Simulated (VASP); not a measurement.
# Ru (P6_3/mmc) in VASP: notebook

One crystal, Ru, is run at these levels: PBEsol; tasks: single point.

Everything below comes from runs of VASP 6.6.1. Logs are shortened: lines on timing, memory, paths and dates and some standing lists are left out, and cuts for length are marked.

**1. The undisturbed crystal**

It takes space group P6_3/mmc (No. 194, hexagonal). Conventional cell: a = 2.706 Å, b = 2.706 Å, c = 4.282 Å, α = 90.00°, β = 90.00°, γ = 120.00°. Ru (site symmetry -6m2) is surrounded by 12 Ru at 2.65 to 2.71 Å.

**2. Single point, PBEsol (grid = ENCUT=400 dk=0.27 cell=3x3x2 ISMEAR=1 SIGMA=0.1 LREAL=Auto EDIFF=1e-06)**

INCAR reads:

```
  PREC = Accurate
  ENCUT = 400
  EDIFF = 1E-6
  ISMEAR = 1
  SIGMA = 0.1
  LREAL = Auto
  LASPH = T
  NELM = 120
  ALGO = Fast
  ISIF = 2
  LWAVE = F
  LCHARG = F
  GGA = PS
  NBANDS = 287
```

KPOINTS reads:

```
Automatic mesh
0
Gamma
  4 4 3
```

POSCAR reads:

```
Ru
1.0
    8.1174000000      0.0000000000      0.0000000000
   -4.0587000000      7.0298746128      0.0000000000
    0.0000000000      0.0000000000      8.5638000000
Ru
36
Direct
    0.2222222222      0.1111111111      0.3750000000
    0.2222222222      0.1111111111      0.8750000000
    0.2222222222      0.4444444444      0.3750000000
    0.2222222222      0.4444444444      0.8750000000
    0.2222222222      0.7777777778      0.3750000000
    0.2222222222      0.7777777778      0.8750000000
    0.5555555556      0.1111111111      0.3750000000
    0.5555555556      0.1111111111      0.8750000000
    0.5555555556      0.4444444444      0.3750000000
    0.5555555556      0.4444444444      0.8750000000
    0.5555555556      0.7777777778      0.3750000000
    0.5555555556      0.7777777778      0.8750000000
    0.8888888889      0.1111111111      0.3750000000
    0.8888888889      0.1111111111      0.8750000000
    0.8888888889      0.4444444444      0.3750000000
    0.8888888889      0.4444444444      0.8750000000
    0.8888888889      0.7777777778      0.3750000000
    0.8888888889      0.7777777778      0.8750000000
    0.1111111111      0.2222222222      0.1250000000
    0.1111111111      0.2222222222      0.6250000000
    0.1111111111      0.5555555556      0.1250000000
    0.1111111111      0.5555555556      0.6250000000
    0.1111111111      0.8888888889      0.1250000000
    0.1111111111      0.8888888889      0.6250000000
    0.4444444444      0.2222222222      0.1250000000
    0.4444444444      0.2222222222      0.6250000000
    0.4444444444      0.5555555556      0.1250000000
    0.4444444444      0.5555555556      0.6250000000
    0.4444444444      0.8888888889      0.1250000000
    0.4444444444      0.8888888889      0.6250000000
    0.7777777778      0.2222222222      0.1250000000
    0.7777777778      0.2222222222      0.6250000000
    0.7777777778      0.5555555556      0.1250000000
    0.7777777778      0.5555555556      0.6250000000
    0.7777777778      0.8888888889      0.1250000000
    0.7777777778      0.8888888889      0.6250000000
```

Potentials or basis: VASP PAW PBE potentials, release 64 (Ru_pv).

Run with:

```console
cat potpaw_PBE.64/Ru_pv/POTCAR > POTCAR
mpirun -np 1 vasp_std > vasp.out
```

OUTCAR:

```text
PREC = Accurate
   ENCUT = 400
   EDIFF = 1E-6
   ISMEAR = 1
   LREAL = Auto
   LASPH = T
   NELM = 120
   ISIF = 2
   GGA = PS

 Found      8 irreducible k-points:

 Following reciprocal coordinates:
            Coordinates               Weight
  0.000000  0.000000  0.000000      1.000000
  0.250000  0.000000  0.000000      6.000000
  0.500000  0.000000  0.000000      3.000000
  0.250000  0.250000  0.000000      6.000000
  0.000000  0.000000  0.333333      2.000000
  0.250000  0.000000  0.333333     12.000000
   k-points           NKPTS =      8   k-points in BZ     NKDIM =      8   number of bands    NBANDS=    287
   number of dos      NEDOS =    301   number of ions     NIONS =     36
   total plane-waves  NPLWV = 163296
   dimension x,y,z NGX =    54 NGY =   54 NGZ =   56
   dimension x,y,z NGXF=   108 NGYF=  108 NGZF=  112
   ions per type =              36
   NGX,Y,Z   is equivalent  to a cutoff of  11.06, 11.06, 10.87 a.u.
   NGXF,Y,Z  is equivalent  to a cutoff of  22.12, 22.12, 21.74 a.u.
 SYSTEM =  unknown system
   PREC   = accura    normal or accurate (medium, high low for compatibility)
   ISTART =      0    job   : 0-new  1-cont  2-samecut
   ICHARG =      2    charge: 1-file 2-atom 10-const
   ISPIN  =      1    spin polarized calculation?
   LNONCOLLINEAR =      F non collinear calculations
   LSORBIT =      F    spin-orbit coupling
   LASPH  =      T    aspherical Exc in radial PAW
   ENCUT  =  400.0 eV  29.40 Ry    5.42 a.u.  13.24 13.24 13.97*2*pi/ulx,y,z
   NELM   =    120;   NELMIN=  2; NELMDL= -5     # of ELM steps
   EDIFF  = 0.1E-05   stopping-criterion for ELM
   LREAL  =      T    real-space projection
   EDIFFG = 0.1E-04   stopping-criterion for IOM
   NSW    =      0    number of steps for IOM
   IBRION =     -1    ionic relax: 0-MD 1-quasi-New 2-CG
   NFREE  =      0    steps in history (QN), initial steepest desc. (CG)
   ISIF   =      2    stress and relaxation
   ISYM   =      2    0-nonsym 1-usesym 2-fastsym
   POTIM  = 0.5000    time-step for ionic-motion
   TEBEG  =    0.0;   TEEND  =   0.0 temperature during run
   PSTRESS=    0.0 pullay stress
   NELECT =     504.0000    total number of electrons
   NUPDOWN=      -1.0000    fix difference up-down
   EMIN   =  10.00;   EMAX   =-10.00  energy-range for DOS
   EFERMI =   0.00;   METHOD = LEGACY
   ISMEAR =     1;   SIGMA  =   0.10  broadening in eV -4-tet -1-fermi 0-gaus
   EFERMI_NEDOS =   21; number of points for ismear=-14 and -15
   IALGO  =     68    algorithm
   IMIX   =      4    mixing-type and parameters
     AMIX     =   0.40;   BMIX     =  1.00
     AMIX_MAG =   1.60;   BMIX_MAG =  1.00
  volume/ion in A,a.u.               =      13.57        91.61
  Fermi-wavevector in a.u.,A,eV,Ry     =   1.654022  3.125649 37.222674  2.735789
  Thomas-Fermi vector in A             =   2.742361
   LORBIT       =      0    0 simple, 1 ext, 2 COOP (PROOUT), +10 PAW based schemes
   GGA     = PS    functional components
   LHFCALC =     F    Hartree Fock is set to
   AEXX    =    0.0000 exact exchange contribution
   IVDW    =     0    specifies the selected vdW correction
   LEPSILON=     F    determine dielectric tensor
   LRPA    =     F    only Hartree local field effects (RPA)
 non-spin polarized calculation
 RMM-DIIS sequential band-by-band and
 Methfessel and Paxton  Order N= 1 SIGMA  =   0.10
  energy-cutoff  :      400.00
  volume of cell :      488.69
 maximum number of plane-waves:      8902
 NGX is ok and might be reduce to    54
   NGX = 27   NGY = 27   NGZ = 27

 number of electron     504.0000132 magnetization

 Free energy of the ion-electron system (eV)
  ---------------------------------------------------
  ext. energy  EPLUGINS =         0.00000000
  ---------------------------------------------------
  free energy    TOTEN  =      -366.08382261 eV

  energy without entropy =     -366.08885709  energy(sigma->0) =     -366.08550077

 E-fermi :  12.6624     XC(G=0): -14.2815

 val. band max:       12.6314072081   @ k =   0.2500   0.2500   0.3333
 cond. band min:      12.6736705515   @ k =   0.2500   0.0000   0.0000
 fundamental gap:      0.0422633434
 Fermi energy:        12.6623693205

 k-point     1 :       0.0000    0.0000    0.0000
  band No.  band energies     occupation
      1     -30.8910      2.00000
      2     -30.6533      2.00000
      3     -30.6533      2.00000
      4     -30.6533      2.00000
      5     -30.6533      2.00000
      6     -30.6388      2.00000
[... 256 lines left out ...]
    263      13.3672     -0.00000
    264      13.3673     -0.00000

 k-point     2 :       0.2500    0.0000    0.0000
  band No.  band energies     occupation
      1     -30.8673      2.00000
      2     -30.7512      2.00000
      3     -30.7512      2.00000
      4     -30.6965      2.00000
      5     -30.6942      2.00000
      6     -30.6942      2.00000
[... 256 lines left out ...]
    263      13.4269     -0.00000
    264      13.4311     -0.00000

 k-point     3 :       0.5000    0.0000    0.0000
  band No.  band energies     occupation
      1     -30.7995      2.00000
      2     -30.7995      2.00000
      3     -30.7937      2.00000
      4     -30.7937      2.00000
      5     -30.7110      2.00000
      6     -30.7095      2.00000
[... 256 lines left out ...]
    263      13.4355     -0.00000
    264      13.7846     -0.00000

 k-point     4 :       0.2500    0.2500    0.0000
  band No.  band energies     occupation
      1     -30.8215      2.00000
      2     -30.7685      2.00000
      3     -30.7685      2.00000
      4     -30.7685      2.00000
      5     -30.7685      2.00000
      6     -30.7364      2.00000
[... 256 lines left out ...]
    263      13.6231     -0.00000
    264      13.7438     -0.00000

 k-point     5 :       0.0000    0.0000    0.3333
  band No.  band energies     occupation
      1     -30.8183      2.00000
      2     -30.6875      2.00000
      3     -30.6875      2.00000
      4     -30.6875      2.00000
      5     -30.6875      2.00000
      6     -30.6875      2.00000
[... 256 lines left out ...]
    263      13.2425     -0.00000
    264      13.2425     -0.00000

 k-point     6 :       0.2500    0.0000    0.3333
  band No.  band energies     occupation
      1     -30.7989      2.00000
      2     -30.7769      2.00000
      3     -30.7260      2.00000
      4     -30.7236      2.00000
      5     -30.7236      2.00000
      6     -30.6777      2.00000
[... 256 lines left out ...]
    263      13.3782     -0.00000
    264      13.3782     -0.00000

 [... further k-points ...]

 [bands above 264 left out]

------------------------ aborting loop because EDIFF is reached ----------------------------------------

  FORCE on cell =-STRESS in cart. coord.  units (eV):
  Direction    XX          YY          ZZ          XY          YZ          ZX
  --------------------------------------------------------------------------------------
  -------------------------------------------------------------------------------------
  Total      -22.4106540    -22.4106540    -23.0079931      0.0000000     -0.0000000     -0.0000000
  in kB      -73.4740653    -73.4740653    -75.4324615      0.0000000     -0.0000000     -0.0000000
  external PRESSURE =     -74.1268640 kB  Pullay stress =       0.0000000 kB

 VOLUME and BASIS-vectors are now :
 -----------------------------------------------------------------------------
  energy-cutoff  :      400.00
  volume of cell :      488.69
      direct lattice vectors                 reciprocal lattice vectors
     8.117400000  0.000000000  0.000000000     0.123192155  0.071125024  0.000000000
    -4.058700000  7.029874613  0.000000000     0.000000000  0.142250048  0.000000000
     0.000000000  0.000000000  8.563800000     0.000000000  0.000000000  0.116770592

 POSITION                                       TOTAL-FORCE (eV/Angst)
 -----------------------------------------------------------------------------------
      1.35290      0.78110      3.21143        -0.000000     -0.000000      0.000000
      1.35290      0.78110      7.49333        -0.000000     -0.000000      0.000000
      0.00000      3.12439      3.21143        -0.000000     -0.000000     -0.000000
      0.00000      3.12439      7.49333        -0.000000     -0.000000     -0.000000
     -1.35290      5.46768      3.21143         0.000000     -0.000000     -0.000000
     -1.35290      5.46768      7.49333        -0.000000     -0.000000     -0.000000
[... 28 lines left out ...]
      2.70580      6.24878      1.07048         0.000000      0.000000      0.000000
      2.70580      6.24878      5.35238         0.000000      0.000000     -0.000000
 -----------------------------------------------------------------------------------
    total drift:                                0.000000      0.000000      0.000000

  FREE ENERGIE OF THE ION-ELECTRON SYSTEM (eV)
  ---------------------------------------------------
  free  energy   TOTEN  =      -366.0838226109 eV

  energy  without entropy=     -366.0888570946  energy(sigma->0) =     -366.08550077
```

Run time: 17 min. Hardware: 1 thread of Intel Xeon 6975P-C (Granite Rapids), shared host; peak memory 0.7 GiB.

The run converged, but some of its settings lie outside the range that counts as converged, so its numbers aren't taken as properties of the crystal.

What came out:

| Quantity | Value |
| --- | --- |
| Free energy | -366.0838 eV |
| Pressure | -7.4 GPa |
| Band gap on the k mesh | none (metal or under the smearing width) |

Caveat: the PAW data sets were made with another functional, which shifts forces and pressure a little.

**3. Single point, PBEsol (grid = ENCUT=400 dk=0.6 cell=3x3x2 ISMEAR=1 SIGMA=0.1 LREAL=Auto EDIFF=1e-06)**

INCAR is that of step 2.

KPOINTS reads:

```
Automatic mesh
0
Gamma
  2 2 2
```

POSCAR is that of step 2.

Potentials or basis: VASP PAW PBE potentials, release 64 (Ru_pv).

Run with:

```console
cat potpaw_PBE.64/Ru_pv/POTCAR > POTCAR
mpirun -np 1 vasp_std > vasp.out
```

OUTCAR:

```text
PREC = Accurate
   ENCUT = 400
   EDIFF = 1E-6
   ISMEAR = 1
   LREAL = Auto
   LASPH = T
   NELM = 120
   ISIF = 2
   GGA = PS

 Found      4 irreducible k-points:

 Following reciprocal coordinates:
            Coordinates               Weight
  0.000000  0.000000  0.000000      1.000000
  0.500000  0.000000  0.000000      3.000000
  0.000000  0.000000  0.500000      1.000000
  0.500000  0.000000  0.500000      3.000000
[... 1150 lines left out ...]
  -------------------------------------------------------------------------------------
  Total      -13.1109675    -13.1109675    -33.0879218      0.0000000      0.0000000      0.0000000
  in kB      -42.9847376    -42.9847376   -108.4798387      0.0000000      0.0000000      0.0000000
  external PRESSURE =     -64.8164380 kB  Pullay stress =       0.0000000 kB

 VOLUME and BASIS-vectors are now :
 -----------------------------------------------------------------------------
  energy-cutoff  :      400.00
  volume of cell :      488.69
      direct lattice vectors                 reciprocal lattice vectors
     8.117400000  0.000000000  0.000000000     0.123192155  0.071125024  0.000000000
    -4.058700000  7.029874613  0.000000000     0.000000000  0.142250048  0.000000000
     0.000000000  0.000000000  8.563800000     0.000000000  0.000000000  0.116770592

 POSITION                                       TOTAL-FORCE (eV/Angst)
 -----------------------------------------------------------------------------------
      1.35290      0.78110      3.21143        -0.000000      0.000000      0.000000
      1.35290      0.78110      7.49333        -0.000000      0.000000     -0.000000
      0.00000      3.12439      3.21143        -0.000000     -0.000000      0.000000
      0.00000      3.12439      7.49333        -0.000000      0.000000     -0.000000
     -1.35290      5.46768      3.21143        -0.000000      0.000000      0.000000
     -1.35290      5.46768      7.49333        -0.000000     -0.000000     -0.000000
[... 28 lines left out ...]
      2.70580      6.24878      1.07048         0.000000      0.000000      0.000000
      2.70580      6.24878      5.35238         0.000000      0.000000     -0.000000
 -----------------------------------------------------------------------------------
    total drift:                                0.000000      0.000000      0.000000

  FREE ENERGIE OF THE ION-ELECTRON SYSTEM (eV)
  ---------------------------------------------------
  free  energy   TOTEN  =      -364.6454898709 eV

  energy  without entropy=     -364.5782765187  energy(sigma->0) =     -364.62308542
```

It took 14 min on 1 thread of Intel Xeon 6975P-C (Granite Rapids), shared host; peak memory 0.55 GiB.

These settings aren't checked as converged: the numbers below hold their error.

What came out:

* Free energy: -364.6455 eV
* Pressure: -6.5 GPa
* Band gap on the k mesh: none (metal or under the smearing width)

Caveat: the k mesh is coarse (spacing up to 0.45 Å⁻¹), so the values aren't converged; the PAW data sets were made with another functional, which shifts forces and pressure a little.

**4. Single point, PBEsol (grid = ENCUT=400 dk=0.45 cell=3x3x2 ISMEAR=1 SIGMA=0.1 LREAL=Auto EDIFF=1e-06)**

INCAR is that of step 3.

KPOINTS is that of step 3.

POSCAR is that of step 3.

Run with:

```console
cat potpaw_PBE.64/Ru_pv/POTCAR > POTCAR
mpirun -np 1 vasp_std > vasp.out
```

It took 15 min on 1 thread of Intel Xeon 6975P-C (Granite Rapids), shared host; peak memory 0.55 GiB.

These settings aren't checked as converged: the numbers below hold their error.

What came out:

| Item | Value |
| --- | --- |
| Free energy | -364.6455 eV |
| Pressure | -6.5 GPa |
| Band gap on the k mesh | none (metal or under the smearing width) |

Caveat: the k mesh is coarse (spacing up to 0.45 Å⁻¹), so the values aren't converged; the PAW data sets were made with another functional, which shifts forces and pressure a little.

**5. For comparison**

An earlier run on the cell as given: functional PBE; potentials or basis VASP PAW PBE potentials, release 64 (Ru_pv); cutoff 520 eV; k mesh 11 × 11 × 6; occupations fermi-dirac, width 0.05 eV; no spin polarisation.

- Pressure: 4.5 GPa
- Band gap on the k mesh: none (metal or under the smearing width)
